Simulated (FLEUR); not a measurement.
Crystal: LiH.

```
Li H
1.0
     0.00000    2.03675    2.03675
     2.03675    0.00000    2.03675
     2.03675    2.03675    0.00000
Li H
1 1
Direct
  0.00000 0.00000 0.00000
  0.50000 0.50000 0.50000
```

Base run:

```yaml
Program: FLEUR MaX-R8.1 (later development tree)
Functional: PBEsol
Potentials_or_basis: all-electron
Basis: FLAPW
Kmax: 4.1 1/bohr
k_mesh: 11 × 11 × 11
Occupations: fermi-dirac, width 0.05 eV
Spin: no spin polarisation
```

Its results: band gap on the k mesh 2.98 eV, direct.

Problem. The run is repeated on the same cell with these changes: functional from PBEsol to LDA. What comes out?

Solution. Band gap on the k mesh 2.85 eV, direct.

Caveats: the mesh misses the band edges, which the band path finds closer together.

Not every run made on this cell is shown here.
